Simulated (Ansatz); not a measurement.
# Lutetium, simple cubic: HSE06 after PBE

How do the levels change when part of the exchange is made exact, and what does it cost? Spin polarisation is left out. The geometry was relaxed under PBE beforehand and is kept. Exact exchange is dear, so the k-mesh is coarse, and PBE is run on the same mesh for comparison.

Computed with Ansatz 0.2.0 (DFT, plane waves (420 eV) with PBE-made PAW files, scalar-relativistic; functionals as named at each step, unless a step says otherwise).

### 1 The starting structure

Symmetry: Pm-3m, No. 221, cubic system. Conventional cell: a = 3.207 Å, b = 3.207 Å, c = 3.207 Å, α = 90.00°, β = 90.00°, γ = 90.00°. Around Lu (site symmetry m-3m) lie 6 Lu at 3.21 Å.

As a file:

```cif
data_structure
_symmetry_space_group_name_H-M 'P 1'
_symmetry_Int_Tables_number 1
_cell_length_a 3.2072
_cell_length_b 3.2072
_cell_length_c 3.2072
_cell_angle_alpha 90.000
_cell_angle_beta 90.000
_cell_angle_gamma 90.000
_cell_volume 32.99
loop_
_atom_site_label
_atom_site_type_symbol
_atom_site_fract_x
_atom_site_fract_y
_atom_site_fract_z
_atom_site_occupancy
Lu1 Lu 0.00000 0.00000 0.00000 1
```

### 2 PBE, coarse mesh

The run with PBE.

The input, input.yaml:

```yaml
crystal:
  lattice:
    - [3.2072444488, 0.0, 0.0]
    - [0.0, 3.2072444488, 0.0]
    - [0.0, 0.0, 3.2072444488]
  atoms:
    - { symbol: Lu, position: [0.0, 0.0, 0.0] }
hamiltonian:
  xc: pbe
  pseudopotentials:
    kind: paw
    azcp:
      Lu: "pseudopotentials/Lu.paw.azcp"
basis:
  ecutwfc: 420
  fft_grid_basis: typed
kpoints:
  mp_grid: { grid: [5, 5, 5], shift: [0, 0, 0] }
magnetization:
  spin_polarized: false
scf:
  occupations: { method: fermi_dirac, width: 0.1 }
```

Run with:

```
$ ansatz run input.yaml --threads 4 --pin off --max-ram 8192MiB --backend cpu --events-out ev --progress --plain --runs-dir out
```

### 3 HSE06, coarse mesh

The run with HSE06.

Changes to input.yaml since step 2:

```diff
@@ -8,3 +8,3 @@
 hamiltonian:
-  xc: pbe
+  xc: hse06
   pseudopotentials:
```

(Steps that only read results are left out.)

Q: Predict the outcome of this session. Wanted: PBE: gap; HSE06: gap; HSE06: relative to hcp.

As calculated:

| quantity | value |
| --- | --- |
| PBE: gap | none (levels filled in part) |
| HSE06: gap | none (levels filled in part) |
| HSE06: SCF cycles, exchange loops | 19, 2 |
| HSE06: CPU time over that of PBE | 18 |
| HSE06: relative to hcp | +918 meV/atom |

**Reading.** Both PBE and HSE06 leave levels filled in part. HSE06 cost 18 times the CPU time of PBE. The exchange operator of HSE06 was renewed in 2 outer loops. To compare with dense-mesh energies, the change of PBE from this mesh and smearing to its dense run (-38.4 meV/atom, from a run not shown) is added. Under HSE06 it lies 918 meV/atom above hcp (computed apart in the same way); on such meshes a few tens of meV are uncertain for metals. Absolute energies differ from functional to functional, by eV per atom at times, and say nothing by themselves.
